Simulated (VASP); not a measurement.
# Y (P6_3/mmc) in VASP: further runs

The runs below take Y through relaxation of cell and atoms, with LDA, PBE.

Everything below comes from runs of VASP 6.6.1. Logs are shortened: lines on timing, memory, paths and dates and some standing lists are left out, and cuts for length are marked.

## Step 1: The crystal as given

The structure is hexagonal, space group P6_3/mmc (No. 194). Conventional cell: a = 3.647 Å, b = 3.647 Å, c = 5.731 Å, α = 90.00°, β = 90.00°, γ = 120.00°. Y (site symmetry -6m2) has 12 Y at 3.56 to 3.65 Å as nearest neighbours.

## Step 2: Relaxation of cell and atoms, LDA

INCAR

```
  PREC = Accurate
  ENCUT = 600
  EDIFF = 1E-6
  ISMEAR = 1
  SIGMA = 0.1
  LREAL = False
  LASPH = True
  NELM = 80
  ALGO = Normal
  ISIF = 3
  LWAVE = False
  LCHARG = False
  IBRION = 2
  NSW = 90
  EDIFFG = -0.01
```

KPOINTS

```
Automatic mesh
0
Gamma
  12 12 7
```

POSCAR

```
Y
1.0
    3.6474000000      0.0000000000      0.0000000000
   -1.8237000000      3.1587410600      0.0000000000
    0.0000000000      0.0000000000      5.7306000000
Y
2
Direct
    0.3333333300      0.6666666700      0.2500000000
    0.6666666700      0.3333333300      0.7500000000
```

Potentials or basis: VASP PAW LDA potentials, release 64 (Y_sv).

Started as:

```console
> cat potpaw_LDA.64/Y_sv/POTCAR > POTCAR
> mpirun -np 1 vasp_std > vasp.out
```

OUTCAR:

```text
PREC = Accurate
   ENCUT = 600
   EDIFF = 1E-6
   ISMEAR = 1
   LREAL = False
   LASPH = True
   NELM = 80
   ISIF = 3
   IBRION = 2
   NSW = 90
   EDIFFG = -0.01

 ion  position               nearest neighbor table
   1  0.333  0.667  0.250-   2 3.56   2 3.56   2 3.56   2 3.56   2 3.56   2 3.56
   2  0.667  0.333  0.750-   1 3.56   1 3.56   1 3.56   1 3.56   1 3.56   1 3.56

  LATTYP: Found a hexagonal cell.
 ALAT       =     3.6474000000
 C/A-ratio  =     1.5711465702

  Lattice vectors:

 A1 = (   3.6474000000,   0.0000000000,   0.0000000000)
 A2 = (  -1.8237000000,   3.1587410600,   0.0000000000)
 A3 = (   0.0000000000,   0.0000000000,   5.7306000000)

Analysis of symmetry for initial positions (statically):
=====================================================================
 Subroutine PRICEL returns:
 Original cell was already a primitive cell.

 Routine SETGRP: Setting up the symmetry group for a
 hexagonal supercell.

 Subroutine GETGRP returns: Found 24 space group operations
 (whereof 12 operations were pure point group operations)
 out of a pool of 24 trial point group operations.

The static configuration has the point symmetry D_3d.
 The point group associated with its full space group is D_6h.

Analysis of symmetry for dynamics (positions and initial velocities):
=====================================================================
 Subroutine PRICEL returns:
 Original cell was already a primitive cell.

 Routine SETGRP: Setting up the symmetry group for a
 hexagonal supercell.

 Subroutine GETGRP returns: Found 24 space group operations
 (whereof 12 operations were pure point group operations)
 out of a pool of 24 trial point group operations.

The dynamic configuration has the point symmetry D_3d.
 The point group associated with its full space group is D_6h.

 Subroutine INISYM returns: Found 24 space group operations
 (whereof 12 operations are pure point group operations),
 and found     1 'primitive' translations

----------------------------------------------------------------------------------------

                                     Primitive cell

  volume of cell :      66.0233

  direct lattice vectors                    reciprocal lattice vectors
     3.647400000  0.000000000  0.000000000     0.274167900  0.158290911  0.000000000
    -1.823700000  3.158741060  0.000000000     0.000000000  0.316581822  0.000000000
     0.000000000  0.000000000  5.730600000     0.000000000  0.000000000  0.174501797

  length of vectors
     3.647400000  3.647400002  5.730600000     0.316581822  0.316581822  0.174501797

  position of ions in fractional coordinates (direct lattice)
     0.333333330  0.666666670  0.250000000
     0.666666670  0.333333330  0.750000000

  ion indices of the primitive-cell ions
   primitive index   ion index
                 1           1
                 2           2

----------------------------------------------------------------------------------------

 KPOINTS: Automatic mesh

Automatic generation of k-mesh.
 Grid dimensions read from file:
 generate k-points for:   12   12    7

 Generating k-lattice:

  Cartesian coordinates                     Fractional coordinates (reciprocal lattice)
     0.022847325  0.013190909  0.000000000     0.083333333  0.000000000  0.000000000
     0.000000000  0.026381818  0.000000000     0.000000000  0.083333333  0.000000000
     0.000000000  0.000000000  0.024928828     0.000000000  0.000000000  0.142857143

  Length of vectors
     0.026381819  0.026381818  0.024928828

  Shift w.r.t. Gamma in fractional coordinates (k-lattice)
     0.000000000  0.000000000  0.000000000

 Subroutine IBZKPT returns following result:
 ===========================================

 Found     76 irreducible k-points:

 Following reciprocal coordinates:
            Coordinates               Weight
  0.000000  0.000000  0.000000      1.000000
  0.083333 -0.000000  0.000000      6.000000
  0.166667 -0.000000  0.000000      6.000000
  0.250000  0.000000  0.000000      6.000000
  0.333333  0.000000  0.000000      6.000000
  0.416667 -0.000000  0.000000      6.000000
[... 16 lines left out ...]
  0.250000  0.000000  0.142857     12.000000
  0.333333  0.000000  0.142857     12.000000
 [... further k-points ...]
   k-points           NKPTS =     76   k-points in BZ     NKDIM =     76   number of bands    NBANDS=     15
   number of dos      NEDOS =    301   number of ions     NIONS =      2
   total plane-waves  NPLWV =  43200
   dimension x,y,z NGX =    30 NGY =   30 NGZ =   48
   dimension x,y,z NGXF=    60 NGYF=   60 NGZF=   96
   ions per type =               2
   NGX,Y,Z   is equivalent  to a cutoff of  13.67, 13.67, 13.92 a.u.
   NGXF,Y,Z  is equivalent  to a cutoff of  27.35, 27.35, 27.85 a.u.
 SYSTEM =  unknown system
   PREC   = accura    normal or accurate (medium, high low for compatibility)
   ISTART =      0    job   : 0-new  1-cont  2-samecut
   ICHARG =      2    charge: 1-file 2-atom 10-const
   ISPIN  =      1    spin polarized calculation?
   LNONCOLLINEAR =      F non collinear calculations
   LSORBIT =      F    spin-orbit coupling
   LASPH  =      T    aspherical Exc in radial PAW
   ENCUT  =  600.0 eV  44.10 Ry    6.64 a.u.   7.28  7.28 11.45*2*pi/ulx,y,z
   NELM   =     80;   NELMIN=  2; NELMDL= -5     # of ELM steps
   EDIFF  = 0.1E-05   stopping-criterion for ELM
   LREAL  =      F    real-space projection
   EDIFFG = -.1E-01   stopping-criterion for IOM
   NSW    =     90    number of steps for IOM
   IBRION =      2    ionic relax: 0-MD 1-quasi-New 2-CG
   NFREE  =      1    steps in history (QN), initial steepest desc. (CG)
   ISIF   =      3    stress and relaxation
   ISYM   =      2    0-nonsym 1-usesym 2-fastsym
   POTIM  = 0.5000    time-step for ionic-motion
   TEBEG  =    0.0;   TEEND  =   0.0 temperature during run
   PSTRESS=    0.0 pullay stress
   NELECT =      22.0000    total number of electrons
   NUPDOWN=      -1.0000    fix difference up-down
   EMIN   =  10.00;   EMAX   =-10.00  energy-range for DOS
   EFERMI =   0.00;   METHOD = LEGACY
   ISMEAR =     1;   SIGMA  =   0.10  broadening in eV -4-tet -1-fermi 0-gaus
   EFERMI_NEDOS =   21; number of points for ismear=-14 and -15
   IALGO  =     38    algorithm
   IMIX   =      4    mixing-type and parameters
     AMIX     =   0.40;   BMIX     =  1.00
     AMIX_MAG =   1.60;   BMIX_MAG =  1.00
  volume/ion in A,a.u.               =      33.01       222.77
  Fermi-wavevector in a.u.,A,eV,Ry     =   1.134967  2.144777 17.526345  1.288150
  Thomas-Fermi vector in A             =   2.271671
   LORBIT       =      0    0 simple, 1 ext, 2 COOP (PROOUT), +10 PAW based schemes
   GGA     = CA    functional components
   LHFCALC =     F    Hartree Fock is set to
   AEXX    =    0.0000 exact exchange contribution
   IVDW    =     0    specifies the selected vdW correction
   LEPSILON=     F    determine dielectric tensor
   LRPA    =     F    only Hartree local field effects (RPA)
 conjugate gradient relaxation of ions
 non-spin polarized calculation
 Methfessel and Paxton  Order N= 1 SIGMA  =   0.10
  energy-cutoff  :      600.00
  volume of cell :       66.02
 maximum number of plane-waves:      2237
 NGX is ok and might be reduce to    30
   NGX = 15   NGY = 15   NGZ = 23

--------------------------------------- Ionic step        1  -------------------------------------------

 number of electron      22.0000002 magnetization

 Free energy of the ion-electron system (eV)
  ---------------------------------------------------
  ext. energy  EPLUGINS =         0.00000000
  ---------------------------------------------------
  free energy    TOTEN  =       -13.80470585 eV

  energy without entropy =      -13.80247016  energy(sigma->0) =      -13.80396062

 E-fermi :   2.8021     XC(G=0):  -9.6225

 val. band max:        2.8007796645   @ k =   0.2500   0.2500   0.4286
 cond. band min:       2.8048640766   @ k =   0.3333   0.1667   0.4286
 fundamental gap:      0.0040844121
 Fermi energy:         2.8021085624

 k-point     1 :       0.0000    0.0000    0.0000
  band No.  band energies     occupation
      1     -39.6695      2.00000
      2     -39.5961      2.00000
      3     -20.0652      2.00000
      4     -19.5942      2.00000
      5     -19.5942      2.00000
      6     -19.5050      2.00000
      7     -19.5050      2.00000
      8     -19.4678      2.00000
      9      -1.8658      2.00000
     10       0.9252      2.00000
     11       3.7480     -0.00000
     12       4.4869     -0.00000
     13       4.4869     -0.00000
     14       4.7739     -0.00000
     15       5.0768      0.00000
[... 397 lines left out ...]
 k-point    24 :       0.3333    0.0000    0.1429
  band No.  band energies     occupation
      1     -39.6253      2.00000
      2     -39.5873      2.00000
      3     -19.9408      2.00000
      4     -19.8313      2.00000
      5     -19.7917      2.00000
      6     -19.6771      2.00000
      7     -19.5569      2.00000
      8     -19.5540      2.00000
      9       0.1619      2.00000
     10       1.8969      2.00000
     11       2.3227      2.00000
     12       2.9789     -0.03139
     13       4.1111     -0.00000
     14       4.4905     -0.00000
     15       4.5406     -0.00000

 [... further k-points ...]

------------------------ aborting loop because EDIFF is reached ----------------------------------------

  FORCE on cell =-STRESS in cart. coord.  units (eV):
  Direction    XX          YY          ZZ          XY          YZ          ZX
  --------------------------------------------------------------------------------------
  -------------------------------------------------------------------------------------
  Total       -1.4997282     -1.4997282     -1.7631797      0.0000000      0.0000000      0.0000000
  in kB      -36.3936520    -36.3936521    -42.7867843      0.0000000      0.0000000      0.0000000
  external PRESSURE =     -38.5246962 kB  Pullay stress =       0.0000000 kB
[... 237 lines left out ...]
  energy  without entropy=      -13.8856568466  energy(sigma->0) =      -13.88641595

--------------------------------------- Ionic step        8  -------------------------------------------

 number of electron      22.0000001 magnetization

 Free energy of the ion-electron system (eV)
  ---------------------------------------------------
  ext. energy  EPLUGINS =         0.00000000
  ---------------------------------------------------
  free energy    TOTEN  =       -13.88679901 eV

  energy without entropy =      -13.88565045  energy(sigma->0) =      -13.88641616

 E-fermi :   3.3140     XC(G=0): -10.0244

 val. band max:        3.3116451552   @ k =   0.2500   0.2500   0.4286
 cond. band min:       3.3249155358   @ k =   0.1667   0.0833   0.1429
 fundamental gap:      0.0132703806
 Fermi energy:         3.3140184295

 k-point     1 :       0.0000    0.0000    0.0000
  band No.  band energies     occupation
      1     -38.9168      2.00000
      2     -38.8021      2.00000
      3     -19.4562      2.00000
      4     -18.7915      2.00000
      5     -18.7915      2.00000
      6     -18.6682      2.00000
      7     -18.6682      2.00000
      8     -18.6209      2.00000
      9      -1.5022      2.00000
     10       1.2867      2.00000
     11       4.6204     -0.00000
     12       5.0851     -0.00000
     13       5.0851     -0.00000
     14       5.4397      0.00000
     15       5.7666      0.00000
[... 397 lines left out ...]
 k-point    24 :       0.3333    0.0000    0.1429
  band No.  band energies     occupation
      1     -38.8483      2.00000
      2     -38.7888      2.00000
      3     -19.2808      2.00000
      4     -19.1272      2.00000
      5     -19.0682      2.00000
      6     -18.9071      2.00000
      7     -18.7445      2.00000
      8     -18.7343      2.00000
      9       0.6739      2.00000
     10       2.2885      2.00000
     11       2.7572      2.00000
     12       3.5294     -0.00943
     13       4.7471     -0.00000
     14       5.1371     -0.00000
     15       5.2083     -0.00000

 [... further k-points ...]

------------------------ aborting loop because EDIFF is reached ----------------------------------------

  FORCE on cell =-STRESS in cart. coord.  units (eV):
  Direction    XX          YY          ZZ          XY          YZ          ZX
  --------------------------------------------------------------------------------------
  -------------------------------------------------------------------------------------
  Total       -0.0084611     -0.0084611     -0.0051733      0.0000000     -0.0000000      0.0000000
  in kB       -0.2273050     -0.2273050     -0.1389798      0.0000000     -0.0000000      0.0000000
  external PRESSURE =      -0.1978633 kB  Pullay stress =       0.0000000 kB
[... 17 lines left out ...]
  FREE ENERGIE OF THE ION-ELECTRON SYSTEM (eV)
  ---------------------------------------------------
  free  energy   TOTEN  =       -13.8867990114 eV

  energy  without entropy=      -13.8856504487  energy(sigma->0) =      -13.88641616

 reached required accuracy - stopping structural energy minimisation
```

Wall time 4 min (1 thread of Intel Xeon Platinum 8488C (Sapphire Rapids), shared host); peak memory 0.24 GiB.

Results:

| Item | Value |
| --- | --- |
| Free energy | -13.8868 eV |
| Relaxed volume | 29.82 Å³/atom |
| Relaxed cell | a = 3.529 Å, b = 3.529 Å, c = 5.528 Å, α = 90.00°, β = 90.00°, γ = 120.00° |
| Space group after relaxing (to 0.05 Å) | P6_3/mmc (No. 194) |
| Energy gained by relaxing | 41.0 meV/atom |
| Ionic steps | 8 |
| Pressure after relaxing | 0.0 GPa |
| Band gap on the k mesh | none (metal or under the smearing width) |

The path:
```tsv
step	energy change (eV)	largest force (eV/Å)	pressure (GPa)	volume (Å³)
1	0.0000	0.0000	-3.85	66.02
2	-0.0800	0.0000	0.70	58.72
3	-0.0820	0.0000	0.01	59.64
4	-0.0820	0.0000	-0.12	59.77
5	-0.0821	0.0000	-0.09	59.75
6	-0.0821	0.0000	-0.08	59.73
7	-0.0821	0.0000	0.08	59.60
8	-0.0821	0.0000	-0.02	59.64
```

Final structure:
```
Y
1.0
     3.52941    0.00000    0.00000
    -1.76471    3.05656    0.00000
     0.00000    0.00000    5.52832
Y
2
Direct
  0.33333 0.66667 0.25000
  0.66667 0.33333 0.75000
```

LDA usually gives volumes a few per cent too small. Zero-point motion and thermal expansion aren't in these numbers.

[end of part 1 of 2]
